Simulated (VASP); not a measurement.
HfSi2:

```xyz
6
Lattice="1.8234 -7.2959 0.0000 1.8234 7.2959 0.0000 0.0000 0.0000 3.6486" Properties=species:S:1:pos:R:3 pbc="T T T"
Hf    1.8234   -5.7530    0.9122
Hf    1.8234    5.7530    2.7365
Si    1.8234    3.6449    0.9122
Si    1.8234   -3.6449    2.7365
Si    1.8234    0.7709    2.7365
Si    1.8234   -0.7709    0.9122
```

The cell is a database's computed one.

- Program: VASP 6.6.1
- Task: relaxation of cell and atoms
- Functional: LDA
- Potentials or basis: VASP PAW LDA potentials, release 64 (Hf_pv, Si)
- Cutoff: 600 eV
- k mesh: 10 × 10 × 10
- Occupations: gaussian, width 0.1 eV
- Spin: no spin polarisation

At the start: pressure -4.8 GPa; volume 16.18 Å³/atom.

Problem. Where does the relaxation end?

Solution. Over 11 steps the energy falls by 10.3 meV/atom and the volume is 15.58 Å³/atom (-3.7 %); space group Cmcm (No. 63, to 0.05 Å).

Step by step:
```tsv
step	energy change (eV)	largest force (eV/Å)	pressure (GPa)	volume (Å³)
1	0.0000	0.1551	-4.84	97.08
2	0.0091	0.2698	6.14	90.37
3	-0.0523	0.2065	0.06	93.78
4	-0.0523	0.2077	0.16	93.71
5	-0.0581	0.1245	0.14	93.60
6	-0.0616	0.0075	0.13	93.41
7	-0.0620	0.0114	-0.18	93.60
8	-0.0620	0.0079	-0.12	93.56
9	-0.0620	0.0097	0.14	93.41
10	-0.0621	0.0088	0.01	93.48
11	-0.0621	0.0047	0.00	93.49
```

Final structure:
```yaml
crystal:
  lattice:
    - [1.81236, -7.13601, 0.00000]
    - [1.81236, 7.13601, 0.00000]
    - [0.00000, 0.00000, 3.61423]
  atoms:
    - { symbol: Hf, position: [0.89529, 0.10471, 0.25000] }
    - { symbol: Hf, position: [0.10471, 0.89529, 0.75000] }
    - { symbol: Si, position: [0.25015, 0.74985, 0.25000] }
    - { symbol: Si, position: [0.74985, 0.25015, 0.75000] }
    - { symbol: Si, position: [0.44514, 0.55486, 0.75000] }
    - { symbol: Si, position: [0.55486, 0.44514, 0.25000] }
```
